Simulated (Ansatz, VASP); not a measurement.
**MgO: VASP beside Ansatz**

```xyz
2
Lattice="2.0692 2.0692 0.0000 -2.0692 2.0692 0.0000 0.0000 2.0692 2.0858" Properties=species:S:1:pos:R:3 pbc="T T T"
Mg    0.0000    0.0000    0.0000
O     0.0000    2.0692    0.0000
```

Change from the starting cell: in-plane strain -0.005, out-of-plane length and atoms relaxed by PAW.

Alike in both runs: functional LDA; k mesh 10 × 10 × 10; no spin polarisation.

Ansatz relaxed the structure, and its values are those at the end. VASP's run is a single point on that final structure, the one shown.

```csv
,VASP,Ansatz
version,VASP 6.6.1,Ansatz 0.2.0
potentials or method,"VASP PAW LDA potentials, release 64 (Mg, O)","PAW with Ansatz's default frozen-core files, scalar-relativistic"
plane-wave cutoff (eV),520,420
occupations,"gaussian, width 0.01 eV",fixed
valence electrons in the cell,8,16
```

Ansatz gave:

```
pressure (GPa) : 1.2
```

Question: Which values does VASP return?

Answer: Pressure (GPa): -0.4.

The two sets of potentials don't hold the same shells in valence.
